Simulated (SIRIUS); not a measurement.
# Ti (P6_3/mmc) in SIRIUS: further runs

The runs below take Ti through single point, with PBE.

Program: SIRIUS 7.12.0. These are calculated values, not measurements. Logs are shortened: lines on timing, memory, paths and dates and some standing lists are left out, and cuts for length are marked. The log counts tension as positive stress, the text compression.

**1. The structure**

Symmetry: P6_3/mmc, No. 194, hexagonal system. The conventional cell has a = 2.950 Å, b = 2.950 Å, c = 4.680 Å, α = 90.00°, β = 90.00°, γ = 120.00°. Around Ti (site symmetry -6m2) lie 12 Ti at 2.89 to 2.95 Å.

**2. Single point, PBE**

sirius.json reads:

```json
{
  "control": {
    "processing_unit": "cpu",
    "verbosity": 2,
    "num_bands_to_print": 20,
    "print_forces": true,
    "print_stress": true
  },
  "parameters": {
    "electronic_structure_method": "pseudopotential",
    "xc_functionals": ["XC_GGA_X_PBE", "XC_GGA_C_PBE"],
    "gk_cutoff": 9.2,
    "pw_cutoff": 18.4,
    "ngridk": [10, 10, 6],
    "shiftk": [0, 0, 0],
    "smearing": "fermi_dirac",
    "smearing_width": 0.0018374661,
    "num_bands": 20,
    "num_mag_dims": 0,
    "num_dft_iter": 100,
    "energy_tol": 1e-08,
    "density_tol": 1e-06
  },
  "iterative_solver": {
    "type": "davidson",
    "min_tolerance": 1e-10
  },
  "mixer": {
    "type": "anderson",
    "beta": 0.7,
    "max_history": 8
  },
  "settings": {
    "tol_ne": 1e-10,
    "pseudo_grid_cutoff": 6.5
  },
  "unit_cell": {
    "lattice_vectors": [
      [5.574692067646, 0.0, 0.0],
      [-2.787346033823, 4.827824948925, 0.0],
      [0.0, 0.0, 8.843918263249]
    ],
    "atom_coordinate_units": "lattice",
    "atom_types": ["Ti"],
    "atom_files": {
      "Ti": "Ti.json"
    },
    "atoms": {
      "Ti": [
        [0.6666666667, 0.3333333333, 0.75],
        [0.3333333333, 0.6666666667, 0.25]
      ]
    }
  }
}
```

Potentials or basis: PseudoDojo 0.4.1 PBE standard (scalar relativistic).

The run is started by

```bash
upf_to_json Ti.upf
OMP_NUM_THREADS=1 sirius.scf --input=sirius.json --output=out.json --task=0
```

The program printed:

```text
[info] SIRIUS version : 7.12.0
[info] number of MPI ranks           : 1
[info] MPI grid                      : 1 1
[info] maximum number of OMP threads : 1
[fft] FFT context for density and potential
[fft] =====================================
[fft]   comm size                             : 1
[fft]   plane wave cutoff                     : 18.4
[fft]   grid size                             : 36 36 54   total : 69984
[fft]   grid limits                           : -17 18   -17 18   -26 27
[fft]   number of G-vectors within the cutoff : 12542
[fft]   local number of G-vectors             : 12542
[fft]   number of G-shells                    : 1320
[fft] FFT context for coarse grid
[fft] =====================================
[fft]   comm size                             : 1
[fft]   plane wave cutoff                     : 18.4
[fft]   grid size                             : 36 36 54   total : 69984
[fft]   grid limits                           : -17 18   -17 18   -26 27
[fft]   number of G-vectors within the cutoff : 12542
[fft]   local number of G-vectors             : 12542
[fft]   number of G-shells                    : 1320
[unit cell] lattice vectors
[unit cell]   a1 :       5.5746920676      0.0000000000      0.0000000000
[unit cell]   a2 :      -2.7873460338      4.8278249489      0.0000000000
[unit cell]   a3 :       0.0000000000      0.0000000000      8.8439182632
[unit cell] reciprocal lattice vectors
[unit cell]   b1 :       1.1270910090      0.6507262974     -0.0000000000
[unit cell]   b2 :       0.0000000000      1.3014525948      0.0000000000
[unit cell]   b3 :       0.0000000000     -0.0000000000      0.7104526659
[unit cell] unit cell volume :       238.02200975 [a.u.^3]
[unit cell] 1/sqrt(omega)    :         0.06481738
[unit cell] MT volume        :         0.00000000 ( 0.00%)
[unit cell] IT volume        :       238.02200975 (100.00%)
[unit cell] number of atom types : 1
[unit cell] type id : 0 symbol : Ti mt_radius :  15.850000 num_atoms : 2
[unit cell] total number of atoms : 2
[unit cell] number of symmetry classes : 1
[unit cell] number of PAW atoms : 0
[unit cell] atom id  type id  class id             position                      vector_field
[unit cell] ------------------------------------------------------------------------------------------
[unit cell]      0        0        0      0.66667   0.33333   0.75000      0.00000   0.00000   0.00000
[unit cell]      1        0        0      0.33333   0.66667   0.25000      0.00000   0.00000   0.00000
[unit cell] atom id         position (Cartesian, a.u.)
[unit cell] ---------------------------------------------
[unit cell]      0       2.787346    1.609275    6.632939
[unit cell]      1      -0.000000    3.218550    2.210980
[unit cell] class id : 0 atom id : 0 1
[unit cell] minimum bond length:     5.469258
[unit cell] total number of pseudo wave-functions: 20
[sym] space group number   : 194
[sym] international symbol : P6_3/mmc
[sym] Hall symbol          : -P 6c 2c
[sym] space group transformation matrix :
[sym]   1.0000  0.0000  0.0000
[sym]   0.0000  1.0000  0.0000
[sym]   0.0000  0.0000  1.0000
[sym] space group origin shift :
[sym]   0.0000  0.0000  0.0000
[sym] number of space group operations  : 24
[sym] number of magnetic group operations : 24
[sym] metric tensor error: 6.5625e-10
[sym] rotation matrix error: 2.4384e-11
[sym] symmetry operations
[... list of symmetry operations ...]
[atom type] label          : Ti
[atom type] --------------------------------------------------------------------------------
[atom type] symbol         : Ti
[atom type] name           :
[atom type] zn             : 12
[atom type] mass           : 0
[atom type] mt_radius      : 15.85
[atom type] num_mt_points  : 1586
[... 302 lines left out ...]
[diagonalize] average number of iterations: 1.32143
[diagonalize] Lowest band energies
[diagonalize] ik:    0   -1.605473   -1.600737   -0.745158   -0.722548   -0.722548   -0.720374   -0.719027   -0.719027    0.257743    0.386578    0.509733    0.512427    0.512427    0.516070    0.530310    0.530310    0.543269    0.543269    0.598252    0.598252
[diagonalize] ik:    1   -1.605134   -1.600603   -0.744394   -0.724109   -0.723066   -0.720699   -0.720648   -0.719236    0.267852    0.394459    0.492653    0.497486    0.519543    0.524204    0.528374    0.536631    0.537529    0.537862    0.601061    0.624521
[diagonalize] ik:    2   -1.604217   -1.600277   -0.742261   -0.728232   -0.724777   -0.724370   -0.721684   -0.719832    0.296327    0.412994    0.463365    0.477242    0.513570    0.525944    0.527631    0.539607    0.544441    0.554144    0.606262    0.675392
[diagonalize] ik:    3   -1.603003   -1.599948   -0.739215   -0.733387   -0.729664   -0.725906   -0.723303   -0.720630    0.337022    0.423188    0.438653    0.463900    0.510493    0.513736    0.517141    0.568137    0.568981    0.578332    0.610330    0.733019
[diagonalize] ik:    4   -1.601885   -1.599812   -0.737581   -0.736060   -0.733473   -0.727107   -0.725299   -0.721307    0.377293    0.415462    0.422830    0.460209    0.505084    0.509303    0.520752    0.594804    0.601946    0.604854    0.612524    0.730903
[diagonalize] ...
[diagonalize] ik:   51   -1.600608   -1.600608   -0.740714   -0.740714   -0.727179   -0.727179   -0.724128   -0.724128    0.397519    0.397519    0.458133    0.458133    0.507360    0.507360    0.551690    0.551690    0.604505    0.604505    0.637223    0.637223
[diagonalize] ik:   52   -1.601119   -1.601119   -0.737767   -0.737767   -0.727159   -0.727159   -0.723663   -0.723663    0.394764    0.394764    0.463079    0.463079    0.486186    0.486186    0.538964    0.538964    0.606389    0.606389    0.615168    0.615168
[diagonalize] ik:   53   -1.600609   -1.600609   -0.739249   -0.739249   -0.729020   -0.729020   -0.723816   -0.723816    0.409455    0.409455    0.463279    0.463279    0.482652    0.482652    0.542240    0.542240    0.605858    0.605858    0.654209    0.654209
[diagonalize] ik:   54   -1.600413   -1.600413   -0.739785   -0.739785   -0.729822   -0.729822   -0.723809   -0.723809    0.413789    0.413789    0.463849    0.463849    0.480910    0.480910    0.548967    0.548967    0.601610    0.601610    0.680782    0.680782
[diagonalize] ik:   55   -1.600339   -1.600339   -0.738799   -0.738799   -0.731473   -0.731473   -0.723689   -0.723689    0.428754    0.428754    0.455108    0.455108    0.475288    0.475288    0.544101    0.544101    0.600181    0.600181    0.707505    0.707505
[find] Charges and magnetic moments
[find] --------------------------------------------------------------------------------
[find] total charge          : 24.000000
[find] Energy
[find] --------------------------------------------------------------------------------
[find] valence_eval_sum               :     -11.78339230
[find] <rho|V^{XC}>                   :     -19.46468880
[find] <rho|E^{XC}>                   :     -17.43735699
[find] <mag|B^{XC}>                   :       0.00000000
[find] <rho|V^{H}>                    :      48.82630255
[find] one-electron contribution      :     -41.14500605 (Ha),     -82.29001211 (Ry)
[find] hartree contribution           :      24.41315128
[find] xc contribution                :     -17.43735699
[find] ewald contribution             :     -84.54103900
[find] PAW contribution               :       0.00000000
[find] smearing (-TS)                 :      -0.00071615
[find] SCF correction                 :      -0.00000396
[find] Total energy                   :    -118.71025472 (Ha),    -237.42050945 (Ry)
[find] Free energy (E-TS)             :    -118.71097088 (Ha),    -237.42194175 (Ry)
[find] band gap (eV)                  :       0.00000000
[find] Efermi                         :       0.48366397
[find] iteration : 19, RMS (target) : 6.3790e-07 (1.0000e-06) , energy difference (target) : -5.4135e-10 (1.0000e-08)
[find] bands are converged : true
[find] iterative solver converged : false
[find] converged after 20 SCF iterations!
[find] Charges and magnetic moments
[find] --------------------------------------------------------------------------------
[find] total charge          : 24.000000
[find] Energy
[find] --------------------------------------------------------------------------------
[find] valence_eval_sum               :     -11.78339230
[find] <rho|V^{XC}>                   :     -19.46468880
[find] <rho|E^{XC}>                   :     -17.43735699
[find] <mag|B^{XC}>                   :       0.00000000
[find] <rho|V^{H}>                    :      48.82630255
[find] one-electron contribution      :     -41.14500605 (Ha),     -82.29001211 (Ry)
[find] hartree contribution           :      24.41315128
[find] xc contribution                :     -17.43735699
[find] ewald contribution             :     -84.54103900
[find] PAW contribution               :       0.00000000
[find] smearing (-TS)                 :      -0.00071615
[find] SCF correction                 :      -0.00000396
[find] Total energy                   :    -118.71025472 (Ha),    -237.42050945 (Ry)
[find] Free energy (E-TS)             :    -118.71097088 (Ha),    -237.42194175 (Ry)
[find] band gap (eV)                  :       0.00000000
[find] Efermi                         :       0.48366397
[ground_state] === stress tensor components [kbar] ===
[ground_state] === stress_kin ===
[ground_state] -38773.974057    0.000000   -0.000000
[ground_state]     0.000000-38773.974056    0.000000
[ground_state]    -0.000000    0.000000-38492.117618
[ground_state] === stress_har ===
[ground_state] -9855.987427    0.000000    0.000000
[ground_state]     0.000000-9855.987426    0.000000
[ground_state]     0.000000    0.000000-10464.209904
[ground_state] === stress_ewald ===
[ground_state] 35258.779958    0.000000    0.000000
[ground_state]     0.00000035258.779957   -0.000000
[ground_state]     0.000000   -0.00000033980.461801
[ground_state] === stress_vloc ===
[ground_state] 10498.379719    0.000000    0.000000
[ground_state]     0.00000010498.379718    0.000000
[ground_state]     0.000000    0.00000012144.352786
[ground_state] === stress_xc ===
[ground_state]  2777.001758    0.000000    0.000000
[ground_state]     0.000000 2777.001757   -0.000000
[ground_state]     0.000000   -0.000000 2776.301439
[ground_state] === stress_core ===
[ground_state]  3771.035640    0.000000    0.000000
[ground_state]     0.000000 3771.035640    0.000000
[ground_state]     0.000000    0.000000 3767.943223
[ground_state] === stress_nonloc ===
[ground_state] -3662.410976    0.000000    0.000000
[ground_state]     0.000000-3662.410976   -0.000000
[ground_state]     0.000000   -0.000000-3696.030256
[ground_state] === stress_us_nl ===
[ground_state] -3662.410976    0.000000    0.000000
[ground_state]     0.000000-3662.410976   -0.000000
[ground_state]     0.000000   -0.000000-3696.030256
[ground_state] === stress_total ===
[ground_state]    12.824615    0.000000    0.000000
[ground_state]     0.000000   12.824615   -0.000000
[ground_state]     0.000000   -0.000000   16.701471
[ground_state] ==== total Forces in Ha/bohr =====
[ground_state] atom:    0, force:      -0.0000000     -0.0000000      0.0000000
[ground_state] atom:    1, force:       0.0000000      0.0000000     -0.0000000
[ground_state] ==== ultrasoft contribution from Qij =====
[ground_state] atom:    0, force:       0.0000000      0.0000000      0.0000000
[ground_state] atom:    1, force:       0.0000000      0.0000000      0.0000000
[ground_state] ==== non-local contribution from Beta-projector =====
[ground_state] atom:    0, force:       0.0000000     -0.0000000      0.0000000
[ground_state] atom:    1, force:       0.0000000      0.0000000      0.0000000
[ground_state] ==== contribution from local potential =====
[ground_state] atom:    0, force:       0.0000000      0.0000000      0.0000000
[ground_state] atom:    1, force:       0.0000000      0.0000000     -0.0000000
[ground_state] ==== contribution from core density =====
[ground_state] atom:    0, force:       0.0000000     -0.0000000      0.0000000
[ground_state] atom:    1, force:       0.0000000      0.0000000      0.0000000
[ground_state] ==== Ewald forces from ions =====
[ground_state] atom:    0, force:      -0.0000000      0.0000000      0.0000000
[ground_state] atom:    1, force:       0.0000000     -0.0000000      0.0000000
[~DFT_ground_state] local op. applied: 43983
[~DFT_ground_state] evp. work count: 8914.85
[~DFT_ground_state] number of iterative solver steps: 1523
```

It took 52 s on 1 thread of Intel Xeon 6975P-C (Granite Rapids), shared host; peak memory 0.39 GiB.

Results:

| Item | Value |
| --- | --- |
| Free energy | -3230.2901 eV |
| Pressure | -1.4 GPa |
| Band gap on the k mesh | none (metal or under the smearing width) |

Stress tensor (GPa, compression positive):
```
-1.28  0.00  0.00
 0.00 -1.28  0.00
 0.00  0.00 -1.67
```

**3. Single point, PBE**

Edit sirius.json of step 2 so:

```diff
@@ -11,4 +11,4 @@
     "xc_functionals": ["XC_GGA_X_PBE", "XC_GGA_C_PBE"],
-    "gk_cutoff": 9.2,
-    "pw_cutoff": 18.4,
+    "gk_cutoff": 6.4,
+    "pw_cutoff": 20.0,
     "ngridk": [10, 10, 6],
@@ -33,4 +33,3 @@
   "settings": {
-    "tol_ne": 1e-10,
-    "pseudo_grid_cutoff": 6.5
+    "tol_ne": 1e-10
   },
```

Potentials or basis: JTH 2.0 PBE (PAW).

The run is started by

```bash
upf_to_json Ti.GGA_PBE-JTH.UPF
OMP_NUM_THREADS=1 sirius.scf --input=sirius.json --output=out.json --task=0
```

Wall time 32 s (1 thread of Intel Xeon 6975P-C (Granite Rapids), shared host); peak memory 0.31 GiB.

The run converged. Its results:

| Quantity | Value |
| --- | --- |
| Free energy | -4998.7675 eV |
| Pressure | -1.1 GPa |
| Band gap on the k mesh | none (metal or under the smearing width) |

Stress tensor (GPa, compression positive):
```
-0.97  0.00  0.00
 0.00 -0.97  0.00
 0.00  0.00 -1.33
```
